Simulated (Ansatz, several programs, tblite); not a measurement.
Energy against volume for an 8-atom cell of GaAgSe2 started from a crystallographic database, at fixed shape and fractional coordinates, computed by several methods (PBE and r2SCAN, where shown, with plane waves in Ansatz); the cell shown is that of r2SCAN. With free coordinates or axes held, a curve is too stiff, and on another method's shape its minimum isn't the method's own volume. Space group I-42d (No. 122), tetragonal; a = 6.014 Å, c = 11.006 Å in the conventional setting, 24.88 Å³ an atom. Around Ga lie 4 Se at 2.42 Å; around Ag lie 4 Se at 2.65 Å; around Se lie 2 Ga at 2.42 Å and 2 Ag at 2.65 Å. The values are computed, spin-unpolarised, and not measurements. Energies count from each curve's lowest point; fits are third-order Birch-Murnaghan.

```cif
data_structure
_symmetry_space_group_name_H-M 'P 1'
_symmetry_Int_Tables_number 1
_cell_length_a 6.9547
_cell_length_b 6.9547
_cell_length_c 6.9547
_cell_angle_alpha 128.766
_cell_angle_beta 128.766
_cell_angle_gamma 75.388
_cell_volume 199.02
loop_
_atom_site_label
_atom_site_type_symbol
_atom_site_fract_x
_atom_site_fract_y
_atom_site_fract_z
_atom_site_occupancy
Ga1 Ga 0.50000 0.50000 0.00000 1
Ga2 Ga 0.25000 0.75000 0.50000 1
Ag1 Ag 0.00000 0.00000 0.00000 1
Ag2 Ag 0.75000 0.25000 0.50000 1
Se1 Se 0.37500 0.40733 0.53233 1
Se2 Se 0.59267 0.12500 0.96767 1
Se3 Se 0.87500 0.84267 0.46767 1
Se4 Se 0.15733 0.62500 0.03233 1
```

GFN1-xTB (tblite), on the shape of the cell shown, as a cluster of 64 atoms at the zone centre:

| V (Å³/atom) | E (meV/atom) |
| --- | --- |
| 21.893 | 74.32 |
| 23.385 | 12.69 |
| 24.878 | 0.00 |
| 26.371 | 21.35 |
| 27.863 | 66.78 |

V₀ = 24.61 Å³ an atom and B₀ = 64 GPa.

light PBE (260 eV, its own mesh), on the shape of the cell shown:

| V (Å³/atom) | E (meV/atom) |
| --- | --- |
| 22.888 | 62.35 |
| 23.883 | 40.33 |
| 24.878 | 20.40 |
| 25.873 | 0.00 |
| 26.868 | 13.46 |
| 27.863 | 41.04 |

The points scatter about a smooth fit, as a low cutoff and a light mesh can make them, so no fit is quoted.

Q: r2SCAN, on the shape of its own relaxed cell, gives
```csv
V (Å³/atom),E (meV/atom)
23.385,18.73
24.132,4.39
24.878,0.00
25.624,3.98
26.371,14.99
```
What equilibrium volume and bulk modulus follow?

A: V₀ = 24.88 Å³ an atom and B₀ = 60 GPa.

GFN2-xTB (tblite), on the shape of the cell shown, as a cluster of 64 atoms at the zone centre:
```
V (Å³/atom)  E (meV/atom)
     21.893        243.41
     23.385        124.64
     24.878         52.18
     26.371         13.74
     27.863          0.00
```
The lowest point is an end point, so the minimum isn't bracketed.

Q: PBE, on the shape of its own relaxed cell, gives
```
V (Å³/atom)  E (meV/atom)
     24.195         16.64
     24.967          3.87
     25.740          0.00
     26.512          3.60
     27.284         13.48
```
What equilibrium volume and bulk modulus follow?

A: V₀ = 25.73 Å³ an atom and B₀ = 52 GPa.
